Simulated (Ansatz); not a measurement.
# TaS2 (P-3m1) in Ansatz: settings compared

One crystal, TaS2, is run at these levels: PBE+D3(BJ), PBE+D4; tasks: relaxation of cell and atoms.

Everything below comes from runs of Ansatz 0.2.0. Logs are shortened: lines on timing, memory, paths and dates and some standing lists are left out, and cuts for length are marked.

### Step 1. The crystal as given

The structure is trigonal, space group P-3m1 (No. 164). The conventional cell has a = 3.350 Å, b = 3.350 Å, c = 5.860 Å, α = 90.00°, β = 90.00°, γ = 120.00°. Ta (site symmetry -3m) is surrounded by 6 S at 2.43 Å. S (site symmetry 3m) is surrounded by 3 Ta at 2.43 Å.

### Step 2. Relaxation of cell and atoms, PBE+D3(BJ)

input.yaml reads:

```yaml
crystal:
  lattice:
    - [3.35, 0.0, 0.0]
    - [-1.675, 2.9011851027, 0.0]
    - [0.0, 0.0, 5.86]
  atoms:
    - { symbol: Ta, position: [0.0, 0.0, 0.0] }
    - { symbol: S, position: [0.6666666667, 0.3333333333, 0.75] }
    - { symbol: S, position: [0.3333333333, 0.6666666667, 0.25] }
hamiltonian:
  xc: pbe
  pseudopotentials: { kind: paw }
  dispersion: d3bj
kpoints:
  mp_grid: { grid: [9, 9, 5] }
scf:
  occupations: { method: fermi_dirac, width: 0.05 }
output:
  forces: true
  stress: true
relax:
  f_tol: 0.01
  max_steps: 40
  cell: { stress_tol: 0.05 }
```

Potentials or basis: Ansatz PAW.

Launch:

```bash
$ ansatz run input.yaml --threads 2 --pin off --max-ram 5632MiB --backend cpu --events-out ev --progress --plain --runs-dir out
```

What it wrote:

```text
Warning: RAYON_NUM_THREADS=2 ignored (pool sized by the plan → 2); use --threads N
Engine: ansatz 0.2.0, x86_64-unknown-linux-gnu
Pseudopotentials: kind: paw
Pseudopotential: Ta, paw, valence charge 13, recommended cutoff 420 eV (normal), Ta.paw.azcp
Pseudopotential: S, paw, valence charge 6, recommended cutoff 420 eV (normal), S.paw.azcp
Functional definition: PBE
  parameter kappa = 0.804
  parameter beta = 0.06672455060314922
  exchange = pbe_x(kappa = kappa, mu = beta*pi^2/3)
  correlation = pbe_c(beta = beta)
Crystal: 3 atoms, lattice volume = 56.953 Å³
Basis set: ecut = 420 eV, 1135 PW (Γ), exchange–correlation on 48×48×80 points (8 copies of the dense FFT grid, shifted against one another)
Bands: 17, of which v1, the nominal top of the filled ones, is band 13 counted from 1 (12 counted from 0)
Symmetry: 12 space group operations
Space group: P-3m1 (ITA 164), of the structure as read, at distance tolerance 3.8e-5 Å
k-points: 50 of 405
Non-local potential: Ta, projectors of the file, l = 0: 3, l = 1: 2, l = 2: 2, l = 3: 1
Non-local potential: S, projectors of the file, l = 0: 2, l = 1: 2, l = 2: 2
PAW form: soft (Blöchl's): semilocal exchange-correlation on the pseudo side does not see the compensation charge
PAW one-centre angular grid: Ta, 590 points (default); XC on 64 Gauss nodes
PAW one-centre angular grid: S, 110 points (default); XC on 64 Gauss nodes
Initial density: superposition of atomic densities (neutral atoms: chi_scale 0, normalization atom), corrected by the library's trained network
Initial wavefunctions: pseudopotential atomic-orbital guess
Functional: x = pbe(κ = 0.804, μ = 0.2195149727645171), c = pbe(β = 0.06672455060314922)
SCF iter   1: F=—  HF=-11740.603156 eV  |F-HF|=—  |Δ(HF+E_count)|=         —  Δρ=1.96e-3  dr2=2.11e-3  ethr=1.77e-3  ⟨swp⟩=5.9  Hψ=4869  notcnv=0
preconditioner: auto → LDOS  [metal: Δε(μ)=0.009 eV  Ē_g=9.003 eV  σ=0.050 eV  W_gap=0.04  n_scr=10 (ndim 8)  ℏωp=20.3 eV  f_vac=0.012  D(μ)=1.91/eV (n_scr^D=22)  β→1.0]
SCF iter   2: F=—  HF=-11740.602562 eV  |F-HF|=—  |Δ(HF+E_count)|=   5.95e-4  Δρ=1.23e-3  dr2=1.98e-3  ethr=8.44e-6  ⟨swp⟩=2.3  Hψ=1916  notcnv=0
SCF iter   3: F=—  HF=-11740.602021 eV  |F-HF|=—  |Δ(HF+E_count)|=   5.41e-4  Δρ=2.15e-4  dr2=1.91e-5  ethr=7.91e-6  ⟨swp⟩=2.0  Hψ=1184  notcnv=0
SCF iter   4: F=—  HF=-11740.602087 eV  |F-HF|=—  |Δ(HF+E_count)|=   6.62e-5  Δρ=4.72e-5  dr2=1.01e-6  ethr=7.65e-8  ⟨swp⟩=2.0  Hψ=1287  notcnv=0
iter 5 did not close the SCF: its close was put off for the readings that it lacked (scf_convergence_deferred on its scf_iter line)
SCF iter   5: F=-11740.602087 eV  HF=-11740.602087 eV  |F-HF|=1.67e-8  |Δ(HF+E_count)|=   1.62e-7  Δρ=1.17e-5  dr2=6.97e-8  ethr=4.02e-9  ⟨swp⟩=2.5  Hψ=1411  notcnv=0
SCF iter   6: F=-11740.602087 eV  HF=-11740.602087 eV  |F-HF|=1.63e-9  |Δ(HF+E_count)|=   4.21e-8  Δρ=2.48e-6  dr2=4.00e-9  ethr=2.79e-10  ⟨swp⟩=3.0  Hψ=3158  notcnv=0
SCF 1 converged in 6 iterations: F = -11740.602087 eV  dr2 = 4.00e-9
relax step   1: F+E_penalty+E_count = -11740.60208716 eV  Δ(F+E_penalty+E_count) = +0.000e0 eV  max|allowed force component| = 1.248e0 eV/Å  Δτ_max = 0.0000 Å  P = +5.472 GPa  Ω = 56.953 Å³  (6 SCF iters, dr2 threshold 1.00e-7 eV, accepted)
Crystal: 3 atoms, lattice volume = 53.085 Å³
Basis set: ecut = 420 eV, 1051 PW (Γ), exchange–correlation on 48×48×80 points (8 copies of the dense FFT grid, shifted against one another)
Initial density: handed on by an earlier stage of this run
Initial wavefunctions: those handed on with the density
iter 1 solved again at ethr=9.12e-4 eV; its pass at ethr=3.10e-3 eV (dr2=2.28e-1 eV) is discarded
SCF iter   1: F=—  HF=-11740.659583 eV  |F-HF|=—  |Δ(HF+E_count)|=         —  Δρ=1.22e-2  dr2=2.30e-1  ethr=9.12e-4  ⟨swp⟩=1.0  Hψ=5777  notcnv=0
preconditioner: auto → Kerker (q_TF=auto, 2.406 Å⁻¹)  [metal: Δε(μ)=0.082 eV  Ē_g=8.782 eV  σ=0.050 eV  W_gap=0.36  n_scr=10 (ndim 8)  ℏωp=21.0 eV  f_vac=0.000  D(μ)=1.16/eV (n_scr^D=2)]
SCF iter   2: F=—  HF=-11740.629941 eV  |F-HF|=—  |Δ(HF+E_count)|=   2.96e-2  Δρ=6.52e-3  dr2=5.04e-2  ethr=9.12e-4  ⟨swp⟩=1.1  Hψ=853  notcnv=0
SCF iter   3: F=—  HF=-11740.620502 eV  |F-HF|=—  |Δ(HF+E_count)|=   9.44e-3  Δρ=2.20e-3  dr2=9.45e-3  ethr=2.02e-4  ⟨swp⟩=2.6  Hψ=1289  notcnv=0
SCF iter   4: F=—  HF=-11740.619251 eV  |F-HF|=—  |Δ(HF+E_count)|=   1.25e-3  Δρ=8.97e-4  dr2=6.33e-4  ethr=3.78e-5  ⟨swp⟩=2.1  Hψ=1067  notcnv=0
SCF iter   5: F=—  HF=-11740.619384 eV  |F-HF|=—  |Δ(HF+E_count)|=   1.33e-4  Δρ=1.71e-4  dr2=2.99e-5  ethr=2.53e-6  ⟨swp⟩=2.1  Hψ=1187  notcnv=0
SCF iter   6: F=—  HF=-11740.619341 eV  |F-HF|=—  |Δ(HF+E_count)|=   4.28e-5  Δρ=3.82e-5  dr2=1.11e-6  ethr=1.20e-7  ⟨swp⟩=2.0  Hψ=1202  notcnv=0
SCF iter   7: F=-11740.619343 eV  HF=-11740.619343 eV  |F-HF|=8.40e-8  |Δ(HF+E_count)|=   1.37e-6  Δρ=1.10e-5  dr2=6.79e-8  ethr=1.20e-9  ⟨swp⟩=5.0  Hψ=2976  notcnv=0
[... 7 lines left out ...]
SCF iter   2: F=—  HF=-11740.700949 eV  |F-HF|=—  |Δ(HF+E_count)|=   1.65e-2  Δρ=3.77e-3  dr2=2.77e-2  ethr=4.93e-4  ⟨swp⟩=1.4  Hψ=881  notcnv=0
[... 14 lines left out ...]
SCF iter   4: F=—  HF=-11740.696867 eV  |F-HF|=—  |Δ(HF+E_count)|=   1.19e-5  Δρ=7.54e-5  dr2=4.51e-6  ethr=2.46e-7  ⟨swp⟩=2.0  Hψ=1122  notcnv=0
SCF iter   5: F=—  HF=-11740.696867 eV  |F-HF|=—  |Δ(HF+E_count)|=   1.25e-8  Δρ=2.82e-5  dr2=9.09e-7  ethr=1.80e-8  ⟨swp⟩=2.0  Hψ=1292  notcnv=0
SCF iter   6: F=-11740.696867 eV  HF=-11740.696867 eV  |F-HF|=9.09e-8  |Δ(HF+E_count)|=   4.26e-9  Δρ=9.68e-6  dr2=1.33e-7  ethr=1.20e-9  ⟨swp⟩=4.7  Hψ=2801  notcnv=0
SCF 4 converged in 6 iterations: F = -11740.696867 eV  dr2 = 1.33e-7
relax step   4: F+E_penalty+E_count = -11740.69686710 eV  Δ(F+E_penalty+E_count) = -1.505e-3 eV  max|allowed force component| = 6.185e-3 eV/Å  Δτ_max = 0.0041 Å  P = -0.009 GPa  Ω = 55.616 Å³  energy of the carried Pulay correction = +2.307e-4 eV  (6 SCF iters, dr2 threshold 3.00e-7 eV, accepted)
Crystal: 3 atoms, lattice volume = 55.609 Å³
iter 1 solved again at ethr=8.99e-8 eV; its pass at ethr=3.10e-3 eV (dr2=2.25e-5 eV) is discarded
SCF iter   1: F=—  HF=-11740.696958 eV  |F-HF|=—  |Δ(HF+E_count)|=         —  Δρ=1.04e-4  dr2=2.11e-5  ethr=8.99e-8  ⟨swp⟩=2.4  Hψ=4940  notcnv=0
preconditioner: auto → Kerker (q_TF=auto, 2.388 Å⁻¹)  [metal: Δε(μ)=0.023 eV  Ē_g=8.845 eV  σ=0.050 eV  W_gap=0.11  n_scr=10 (ndim 8)  ℏωp=20.5 eV  f_vac=0.004  D(μ)=1.54/eV (n_scr^D=10)]
SCF iter   2: F=—  HF=-11740.696888 eV  |F-HF|=—  |Δ(HF+E_count)|=   7.02e-5  Δρ=3.64e-5  dr2=2.54e-6  ethr=8.44e-8  ⟨swp⟩=1.3  Hψ=890  notcnv=0
SCF iter   3: F=—  HF=-11740.696887 eV  |F-HF|=—  |Δ(HF+E_count)|=   1.11e-6  Δρ=1.66e-5  dr2=7.15e-7  ethr=1.02e-8  ⟨swp⟩=1.6  Hψ=943  notcnv=0
SCF iter   4: F=—  HF=-11740.696887 eV  |F-HF|=—  |Δ(HF+E_count)|=   1.23e-7  Δρ=8.79e-6  dr2=6.41e-8  ethr=2.86e-9  ⟨swp⟩=2.0  Hψ=1136  notcnv=0
SCF iter   5: F=-11740.696887 eV  HF=-11740.696887 eV  |F-HF|=1.00e-8  |Δ(HF+E_count)|=  1.60e-10  Δρ=3.55e-6  dr2=1.31e-8  ethr=6.90e-11  ⟨swp⟩=5.0  Hψ=3091  notcnv=0
SCF 5 converged in 5 iterations: F = -11740.696887 eV  dr2 = 1.31e-8
relax step   5: F+E_penalty+E_count = -11740.69688668 eV  Δ(F+E_penalty+E_count) = -1.958e-5 eV  max|allowed force component| = 1.554e-4 eV/Å  Δτ_max = 0.0000 Å  P = +0.002 GPa  Ω = 55.609 Å³  energy of the carried Pulay correction = +2.320e-4 eV  (5 SCF iters, dr2 threshold 1.72e-8 eV, accepted)
Initial wavefunctions: pseudopotential atomic-orbital guess (no wavefunctions were taken with the density)
iter 1 solved again at ethr=2.27e-7 eV; its pass at ethr=3.10e-3 eV (dr2=5.68e-5 eV) is discarded
SCF iter   1: F=—  HF=-11740.696753 eV  |F-HF|=—  |Δ(HF+E_count)|=         —  Δρ=2.70e-5  dr2=5.82e-8  ethr=2.27e-7  ⟨swp⟩=3.0  Hψ=7025  notcnv=0
preconditioner: auto → Kerker (q_TF=auto, 2.388 Å⁻¹)  [metal: Δε(μ)=0.023 eV  Ē_g=8.847 eV  σ=0.050 eV  W_gap=0.12  n_scr=10 (ndim 8)  ℏωp=20.5 eV  f_vac=0.004  D(μ)=1.54/eV (n_scr^D=10)]
SCF iter   2: F=—  HF=-11740.696683 eV  |F-HF|=—  |Δ(HF+E_count)|=   7.00e-5  Δρ=1.41e-5  dr2=1.33e-8  ethr=2.33e-10  ⟨swp⟩=2.4  Hψ=1545  notcnv=0
SCF iter   3: F=—  HF=-11740.696683 eV  |F-HF|=—  |Δ(HF+E_count)|=   2.13e-8  Δρ=1.42e-6  dr2=9.15e-10  ethr=5.34e-11  ⟨swp⟩=2.2  Hψ=1459  notcnv=0
SCF iter   4: F=—  HF=-11740.696683 eV  |F-HF|=—  |Δ(HF+E_count)|=  2.40e-10  Δρ=4.00e-7  dr2=7.39e-11  ethr=3.66e-12  ⟨swp⟩=2.6  Hψ=1389  notcnv=0
SCF iter   5: F=-11740.696683 eV  HF=-11740.696683 eV  |F-HF|=1.46e-11  |Δ(HF+E_count)|=  6.37e-11  Δρ=1.02e-7  dr2=7.95e-12  ethr=1.00e-12  ⟨swp⟩=6.0  Hψ=3679  notcnv=0
SCF 6 converged in 5 iterations: F = -11740.696683 eV  dr2 = 7.95e-12
relax step   6: F+E_penalty+E_count = -11740.69668275 eV  Δ(F+E_penalty+E_count) = +2.039e-4 eV  max|allowed force component| = 2.447e-4 eV/Å  Δτ_max = 0.0000 Å  P = -0.003 GPa  Ω = 55.609 Å³  stress off target by 4.10e-3 GPa  SCF on the basis re-selected at this cell (its energy is not comparable with the rows above)  (5 SCF iters)
basis re-selected at this cell: Δ(F+E_penalty+E_count) = +2.039e-4 eV, ΔP = -0.005 GPa vs the last step (what re-selecting the basis moved, of the pressure what is left beyond the Pulay correction that the steps carried, after the strain that the cell walked since its last selection, with what the two solves' SCF thresholds leave and, on support functions, any second-order correction that the steps lacked; it is no measure of the basis error at this ecutwfc). This SCF's stress stands 4.10e-3 GPa from its target on what of the cell is left free (relax.cell.stress_tol is 5.00e-2 GPa) and its largest allowed force component is 2.45e-4 eV/Å (relax.f_tol is 1.00e-2 eV/Å): within both
SCF converged after 5 iterations
Free energy (F): -11740.696683 eV
Harris-Foulkes:  -11740.696683 eV  (|F-HF|=1.46e-11)
Internal energy: -11740.684480 eV  (E = F + TS)
E sigma→0 (E₀):  -11740.690581 eV
Entropy (-TS):   -0.012203 eV (-4.068 meV/atom)
Fermi energy:    11.041644 eV
--- Per-component energies (eV) ---
  E_band       = -174.306840
  E_kinetic    = 581.130697
  E_local      = -1291.665713  (includes V_loc(G=0)·N_el)
  E_nonlocal   = 71.268175
  E_hartree    = 484.143584
  E_xc         = -413.689169
  E_vxc        = -380.291646  (∫ρ·V_xc dr)
  E_paw        = -9597.265045  (= ΣΔE_a)
  E_vpaw       = -123.035648  (= ΣTr[D̂ρ^β])
  E_aug_tail   = 0.000154  (compensation charges beyond the density's cutoff)
  E_ewald      = -1573.331448
  E_disp       = -1.275715  (pairwise vdW)
  E_smearing   = -0.012203  (= −TS)
  E_closure    = 0.000000  (closes the sum)
  Σ components = -11740.696683   (vs F -11740.696683, Δ=0.00e0)
--- Forces (eV/Å), atoms counted from 1 ---
  atom   1  Ta     0.00000000     0.00000000     0.00000000
  atom   2  S     -0.00000000     0.00000000    -0.00024473
  atom   3  S      0.00000000    -0.00000000     0.00024473
  max |Σ_I F_I| component: 3.47e-18 eV/Å
--- Stress (GPa, compression-positive) ---
       -0.002202      -0.000000       0.000000
       -0.000000      -0.002202       0.000000
        0.000000       0.000000      -0.004097
  P = ⅓ Tr σ = -0.0028 GPa (-0.028 kbar)
--- Relaxed structure (5 steps of the walk, 5 accepted, 1 SCFs on fresh bases) ---
  F+E_penalty+E_count = -11740.69668275 eV   max|allowed force component| = 2.447e-4 eV/Å   (the final SCF, on the basis selected at the relaxed cell)
  cell:  # Å, volume = 55.6087 Å³
    - [3.3292384407077926, 8.83178532971769e-33, -6.541353975662476e-18]
    - [-1.6646192203538963, 2.883205064908641, 3.270676987831251e-18]
    - [-1.1442487849921188e-17, 9.191197111284978e-33, 5.7932524670484185]
  atoms:
    - { symbol: Ta, position: [8.3442170047469e-34, -1.349006311281903e-34, 1.4836824602749686e-67] }
    - { symbol: S, position: [0.6666666666666666, 0.33333333333333337, 0.7333513951097022] }
    - { symbol: S, position: [0.33333333333333337, 0.6666666666666667, 0.2666486048902979] }
```

Run time: 3.6 s. Hardware: 2 threads of Intel Xeon 6975P-C (Granite Rapids), shared host; peak memory 0.41 GiB.

What came out:

```yaml
Free_energy: -11740.6967 eV
Relaxed_volume: 18.54 Å³/atom
Relaxed_cell: a = 3.329 Å, b = 3.329 Å, c = 5.793 Å, α = 90.00°, β = 90.00°, γ = 120.00°
Space_group_after_relaxing_to_0.05_Å: P-3m1 (No. 164)
Energy_gained_by_relaxing: 31.5 meV/atom
Ionic_steps: 6
Pressure_after_relaxing: 0.0 GPa
```

The path:
| step | energy change (eV) | largest force (eV/Å) | volume (Å³) |
| --- | --- | --- | --- |
| 1 | 0.0000 | 1.2484 | 56.95 |
| 2 | -0.0173 | 0.9267 | 53.09 |
| 3 | -0.0933 | 0.0433 | 55.77 |
| 4 | -0.0948 | 0.0062 | 55.62 |
| 5 | -0.0948 | 0.0002 | 55.61 |
| 6 | -0.0946 | 0.0002 | 55.61 |

Final structure:
```yaml
crystal:
  lattice:
    - [3.32924, 0.00000, 0.00000]
    - [-1.66462, 2.88321, 0.00000]
    - [0.00000, 0.00000, 5.79325]
  atoms:
    - { symbol: Ta, position: [0.00000, 0.00000, 0.00000] }
    - { symbol: S, position: [0.66667, 0.33333, 0.73335] }
    - { symbol: S, position: [0.33333, 0.66667, 0.26665] }
```

Caveat: the plane-wave basis is chosen anew once the cell has moved, so the energies of steps on either side of that aren't comparable.

### Step 3. Relaxation of cell and atoms, PBE+D4

Changes to input.yaml since step 2:

```diff
@@ -12,3 +12,3 @@
   pseudopotentials: { kind: paw }
-  dispersion: d3bj
+  dispersion: d4
 kpoints:
```

Potentials or basis: Ansatz PAW.

Launch:

```bash
$ ansatz run input.yaml --threads 2 --pin off --max-ram 5632MiB --backend cpu --events-out ev --progress --plain --runs-dir out
```

Wall time 3.9 s (2 threads of Intel Xeon 6975P-C (Granite Rapids), shared host); peak memory 0.4 GiB.

It converged, with:

```yaml
Free_energy: -11740.4494 eV
Relaxed_volume: 19.03 Å³/atom
Relaxed_cell: a = 3.343 Å, b = 3.343 Å, c = 5.899 Å, α = 90.00°, β = 90.00°, γ = 120.00°
Space_group_after_relaxing_to_0.05_Å: P-3m1 (No. 164)
Energy_gained_by_relaxing: 29.7 meV/atom
Ionic_steps: 6
Pressure_after_relaxing: 0.0 GPa
```

Step by step:
| step | energy change (eV) | largest force (eV/Å) | volume (Å³) |
| --- | --- | --- | --- |
| 1 | 0.0000 | 1.2390 | 56.95 |
| 2 | -0.0089 | 0.9298 | 54.10 |
| 3 | -0.0870 | 0.0416 | 56.85 |
| 4 | -0.0891 | 0.0008 | 57.05 |
| 5 | -0.0891 | 0.0003 | 57.08 |
| 6 | -0.0892 | 0.0003 | 57.08 |

Final structure:
```yaml
crystal:
  lattice:
    - [3.34271, 0.00000, 0.00000]
    - [-1.67136, 2.89487, 0.00000]
    - [0.00000, 0.00000, 5.89920]
  atoms:
    - { symbol: Ta, position: [0.00000, 0.00000, 0.00000] }
    - { symbol: S, position: [0.66667, 0.33333, 0.73868] }
    - { symbol: S, position: [0.33333, 0.66667, 0.26132] }
```

Caveat: the plane-wave basis is chosen anew once the cell has moved, so the energies of steps on either side of that aren't comparable. Spin-orbit coupling is left out, which matters for the levels of Ta.
